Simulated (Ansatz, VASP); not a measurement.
# PbI2: VASP beside Ansatz

File INCAR:

```
SYSTEM = PbI2
  ALGO = Normal
  EDIFF = 1E-7
  ENCUT = 520
  GGA = PE
  ISIF = 2
  ISMEAR = -1
  LASPH = .True.
  LCHARG = .False.
  LREAL = .False.
  LWAVE = .False.
  NBANDS = 21
  NELM = 60
  PREC = Accurate
  SIGMA = 0.05
```

File KPOINTS:

```
k-points
0
Gamma
  7 7 4
  0 0 0
```

File POSCAR:

```
PbI2
1.0
    4.5244286091      0.0000000000      0.0000000000
   -2.2622143045      3.9182701130      0.0000000000
    0.0000000000      0.0000000000      6.9301730857
Pb I
1 2
Direct
    0.0000000000      0.0000000000      0.0000000000
    0.6666666667      0.3333333333      0.7350000000
    0.3333333333      0.6666666667      0.2650000000
```

The input input.yaml:

```yaml
crystal:
  lattice:
    - [4.5244286091, 0.0, 0.0]
    - [-2.2622143045, 3.918270113, 0.0]
    - [0.0, 0.0, 6.9301730857]
  atoms:
    - { symbol: Pb, position: [0.0, 0.0, 0.0] }
    - { symbol: I, position: [0.6666666667, 0.3333333333, 0.735] }
    - { symbol: I, position: [0.3333333333, 0.6666666667, 0.265] }
hamiltonian:
  xc: pbe
  pseudopotentials: { kind: paw }
kpoints:
  mp_grid: { grid: [7, 7, 4] }
scf:
  occupations: { method: fermi_dirac, width: 0.05 }
output:
  forces: true
  stress: true
  eigenvalues: true
  write_density: true
  write_potential: true
  elf: true
  volumetric_format: npy
```

Change from the starting cell: volume scaled by 0.98.

Alike in both runs: task single point; functional PBE; k mesh 7 × 7 × 4; occupations fermi-dirac, width 0.05 eV; no spin polarisation.

|  | VASP | Ansatz |
| --- | --- | --- |
| version | VASP 6.6.1 | Ansatz 0.2.0 |
| potentials or method | VASP PAW PBE potentials, release 64 (Pb_d, I) | Ansatz PAW |
| plane-wave cutoff (eV) | 520 | 420 |
| valence electrons in the cell | 28 | 48 |

```csv
,VASP,Ansatz,Ansatz less VASP
gap on the k mesh at the Fermi level (eV),2.20,2.20,0.000
least direct gap on the mesh (eV),2.20,2.20,0.000
pressure (GPa),2.5,2.5,+0.02
largest component of the traceless stress (GPa),0.05,0.05,0.000
rms of the force components (eV/Å),0.131,0.131,+0.0004
```

Atom by atom the forces differ by 0.000 eV/Å (rms over components). The functional is the same, so the differences come from potentials, cutoffs and numerics. The two sets of potentials don't hold the same shells in valence.

Caveats: spin-orbit coupling is left out, which as a rule narrows the gap of such compounds by several tenths of an eV; this functional lacks dispersion, which binds the layers, so the pressure and a relaxed spacing across them are unreliable; an odd mesh through Γ misses points on the zone boundary, where band edges often lie (VASP); odd divisions of the mesh miss points on the zone boundary, where band edges often lie, so the gap on the mesh can be too wide (Ansatz).
